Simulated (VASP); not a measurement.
# Si (Fd-3m) in VASP: a series of runs

The runs below take Si through relaxation of cell and atoms, with PBEsol.

Program: VASP 6.6.1. These are calculated values, not measurements. Logs are shortened: lines on timing, memory, paths and dates and some standing lists are left out, and cuts for length are marked.

## 1. Starting point

Symmetry: Fd-3m, No. 227, cubic system. The conventional cell has a = 5.431 Å, b = 5.431 Å, c = 5.431 Å, α = 90.00°, β = 90.00°, γ = 90.00°. Si (site symmetry -43m) is surrounded by 4 Si at 2.35 Å.

## 2. Relaxation of cell and atoms, PBEsol, target pressure 3 GPa, at which the enthalpy is minimised

File INCAR:

```
PREC = Accurate ; ENCUT = 600
EDIFF = 1E-6 ; ISMEAR = -1
SIGMA = 0.05 ; LREAL = False
LASPH = True ; NELM = 60
ALGO = Fast ; ISIF = 3
LWAVE = False ; LCHARG = False
GGA = PS ; IBRION = 2
NSW = 40 ; EDIFFG = -0.01
PSTRESS = 30
```

File KPOINTS:

```
regular mesh
0
Gamma
  11 11 11
```

File POSCAR:

```
Si
1.0
    0.0000000000      2.7155000000      2.7155000000
    2.7155000000      0.0000000000      2.7155000000
    2.7155000000      2.7155000000      0.0000000000
Si
2
Direct
    0.0000000000      0.0000000000      0.0000000000
    0.2500000000      0.2500000000      0.2500000000
```

Potentials or basis: VASP PAW PBE potentials, release 64 (Si).

On the command line:

```
cat potpaw_PBE.64/Si/POTCAR > POTCAR
mpirun -np 1 vasp_std > vasp.out
```

OUTCAR:

```text
PREC = Accurate
   ENCUT = 600
   EDIFF = 1E-6
   ISMEAR = -1
   LREAL = False
   LASPH = True
   NELM = 60
   ISIF = 3
   GGA = PS
   IBRION = 2
   NSW = 40
   EDIFFG = -0.01
   PSTRESS = 30

 ion  position               nearest neighbor table
   1  0.000  0.000  0.000-   2 2.35   2 2.35   2 2.35   2 2.35
   2  0.250  0.250  0.250-   1 2.35   1 2.35   1 2.35   1 2.35

  LATTYP: Found a face centered cubic cell.
 ALAT       =     5.4310000000

  Lattice vectors:

 A1 = (   0.0000000000,   2.7155000000,   2.7155000000)
 A2 = (   2.7155000000,   0.0000000000,   2.7155000000)
 A3 = (   2.7155000000,   2.7155000000,   0.0000000000)

Analysis of symmetry for initial positions (statically):
=====================================================================
 Subroutine PRICEL returns:
 Original cell was already a primitive cell.

 Routine SETGRP: Setting up the symmetry group for a
 face centered cubic supercell.

 Subroutine GETGRP returns: Found 48 space group operations
 (whereof 24 operations were pure point group operations)
 out of a pool of 48 trial point group operations.

The static configuration has the point symmetry T_d .
 The point group associated with its full space group is O_h .

Analysis of symmetry for dynamics (positions and initial velocities):
=====================================================================
 Subroutine PRICEL returns:
 Original cell was already a primitive cell.

 Routine SETGRP: Setting up the symmetry group for a
 face centered cubic supercell.

 Subroutine GETGRP returns: Found 48 space group operations
 (whereof 24 operations were pure point group operations)
 out of a pool of 48 trial point group operations.

The dynamic configuration has the point symmetry T_d .
 The point group associated with its full space group is O_h .

 Subroutine INISYM returns: Found 48 space group operations
 (whereof 24 operations are pure point group operations),
 and found     1 'primitive' translations

----------------------------------------------------------------------------------------

                                     Primitive cell

  volume of cell :      40.0479

  direct lattice vectors                    reciprocal lattice vectors
     0.000000000  2.715500000  2.715500000    -0.184128153  0.184128153  0.184128153
     2.715500000  0.000000000  2.715500000     0.184128153 -0.184128153  0.184128153
[... 99 lines left out ...]
   EFERMI =   0.00;   METHOD = LEGACY
   ISMEAR =    -1;   SIGMA  =   0.05  broadening in eV -4-tet -1-fermi 0-gaus
   EFERMI_NEDOS =   21; number of points for ismear=-14 and -15
   IALGO  =     68    algorithm
   IMIX   =      4    mixing-type and parameters
     AMIX     =   0.40;   BMIX     =  1.00
     AMIX_MAG =   1.60;   BMIX_MAG =  1.00
  volume/ion in A,a.u.               =      20.02       135.13
  Fermi-wavevector in a.u.,A,eV,Ry     =   0.956999  1.808467 12.460868  0.915848
  Thomas-Fermi vector in A             =   2.085978
   LORBIT       =      0    0 simple, 1 ext, 2 COOP (PROOUT), +10 PAW based schemes
   GGA     = PS    functional components
   LHFCALC =     F    Hartree Fock is set to
   AEXX    =    0.0000 exact exchange contribution
   IVDW    =     0    specifies the selected vdW correction
   LEPSILON=     F    determine dielectric tensor
   LRPA    =     F    only Hartree local field effects (RPA)
 conjugate gradient relaxation of ions
 non-spin polarized calculation
 RMM-DIIS sequential band-by-band and
  energy-cutoff  :      600.00
  volume of cell :       40.05
 maximum number of plane-waves:      1363
   NGX = 15   NGY = 15   NGZ = 15

--------------------------------------- Ionic step        1  -------------------------------------------

 number of electron       7.9999999 magnetization

 Free energy of the ion-electron system (eV)
  ---------------------------------------------------
  ext. energy  EPLUGINS =         0.00000000
  ---------------------------------------------------
  free energy    TOTEN  =       -11.49293626 eV

  energy without entropy =      -11.49288711  energy(sigma->0) =      -11.49291168

------------------------ aborting loop because EDIFF is reached ----------------------------------------

  FORCE on cell =-STRESS in cart. coord.  units (eV):
  Direction    XX          YY          ZZ          XY          YZ          ZX
  --------------------------------------------------------------------------------------
  -------------------------------------------------------------------------------------
  Total        0.0648681      0.0648681      0.0648681      0.0000000     -0.0000000      0.0000000
  in kB        2.5951494      2.5951494      2.5951494      0.0000000     -0.0000000      0.0000000
  external PRESSURE =     -27.4048506 kB  Pullay stress =      30.0000000 kB
[... 63 lines left out ...]
--------------------------------------- Ionic step        3  -------------------------------------------

 number of electron       8.0000000 magnetization

 Free energy of the ion-electron system (eV)
  ---------------------------------------------------
  ext. energy  EPLUGINS =         0.00000000
  ---------------------------------------------------
  free energy    TOTEN  =       -11.48219742 eV

  energy without entropy =      -11.48212311  energy(sigma->0) =      -11.48216026

 E-fermi :   6.2647     XC(G=0):  -9.6583

 val. band max:        6.0694224973   @ k =   0.0000   0.0000   0.0000
 cond. band min:       6.4945121675   @ k =   0.4545   0.4545   0.0000
 fundamental gap:      0.4250896701
 Fermi energy:         6.2646835363

 k-point     1 :       0.0000    0.0000    0.0000
  band No.  band energies     occupation
      1      -6.1112      2.00000
      2       6.0694      1.96052
      3       6.0694      1.96052
      4       6.0694      1.96052
      5       8.5972      0.00000
      6       8.5972      0.00000
      7       8.5972      0.00000
      8       9.7075      0.00000
[... 243 lines left out ...]
 k-point    24 :      -0.1818    0.1818    0.0000
  band No.  band energies     occupation
      1      -4.9551      2.00000
      2       1.9565      2.00000
      3       3.2651      2.00000
      4       5.3683      2.00000
      5       9.0734      0.00000
      6       9.8040      0.00000
      7      10.1033      0.00000
      8      11.7773      0.00000

 [... further k-points ...]

------------------------ aborting loop because EDIFF is reached ----------------------------------------

  FORCE on cell =-STRESS in cart. coord.  units (eV):
  Direction    XX          YY          ZZ          XY          YZ          ZX
  --------------------------------------------------------------------------------------
  -------------------------------------------------------------------------------------
  Total        0.7301360      0.7301360      0.7301360      0.0000000      0.0000000     -0.0000000
  in kB       30.0219415     30.0219415     30.0219415      0.0000000      0.0000000     -0.0000000
  external PRESSURE =       0.0219415 kB  Pullay stress =      30.0000000 kB
[... 21 lines left out ...]
  energy  without entropy=      -11.4821231083  energy(sigma->0) =      -11.48216026

  enthalpy is  TOTEN    =       -10.7525950832 eV   P V=        0.7296023367

 reached required accuracy - stopping structural energy minimisation
```

OSZICAR:

```text
N       E                     dE             d eps       ncg     rms          rms(c)
DAV:   1     0.806714998747E+01    0.80671E+01   -0.36426E+03   896   0.880E+02
DAV:   2    -0.114556804859E+02   -0.19523E+02   -0.18723E+02  1392   0.870E+01
DAV:   3    -0.117147364516E+02   -0.25906E+00   -0.25906E+00  1104   0.126E+01
[... 22 lines left out ...]
RMM:   2    -0.114832123854E+02    0.20979E-02   -0.12627E-03   896   0.290E-01    0.192E-01
RMM:   3    -0.114821945790E+02    0.10178E-02   -0.14843E-03   896   0.250E-01    0.294E-02
RMM:   4    -0.114822010183E+02   -0.64393E-05   -0.11510E-04   896   0.982E-02    0.350E-02
RMM:   5    -0.114821978555E+02    0.31628E-05   -0.15327E-05   897   0.381E-02    0.830E-03
RMM:   6    -0.114821974199E+02    0.43563E-06   -0.26791E-06   730   0.161E-02
   3 F= -.10752595E+02 E0= -.10752558E+02  d E =-.953592E-02
```

Wall time 17 s (1 thread of Intel Xeon 6975P-C (Granite Rapids), shared host); peak memory 0.18 GiB.

Results:

* Free energy: -11.4822 eV
* Relaxed volume: 19.48 Å³/atom
* Relaxed cell: a = 3.805 Å, b = 3.805 Å, c = 3.805 Å, α = 60.00°, β = 60.00°, γ = 60.00°
* Space group after relaxing (to 0.05 Å): Fd-3m (No. 227)
* Energy change on relaxing (the enthalpy is what falls): +5.4 meV/atom
* Ionic steps: 3
* Pressure after relaxing: 3.0 GPa
* Band gap on the k mesh: 0.43 eV, indirect (least direct gap 2.53 eV)

Step by step:
```csv
step,energy change (eV),largest force (eV/Å),pressure (GPa),volume (Å³)
1,0.0000,0.0000,0.26,40.05
2,0.0337,0.0000,5.51,38.10
3,0.0107,0.0000,3.00,38.97
```

Final structure:
```
Si
1.0
     0.00000    2.69080    2.69080
     2.69080    0.00000    2.69080
     2.69080    2.69080    0.00000
Si
2
Direct
  0.00000 0.00000 0.00000
  0.25000 0.25000 0.25000
```

Levels at points of the mesh, in eV from the valence-band top:
| k point | band 2 | band 3 | band 4 | band 5 | band 6 | band 7 |
| --- | --- | --- | --- | --- | --- | --- |
| (0.00, 0.00, 0.00) | 0.00 | 0.00 | 0.00 | 2.53 | 2.53 | 2.53 |

Caveat: the cell is relaxed towards a set pressure, so the enthalpy falls and the energy may rise; the PAW data sets were made with another functional, which shifts forces and pressure a little; an odd mesh through Γ misses points on the zone boundary, where band edges often lie.

(Continued in part 2 of 2.)
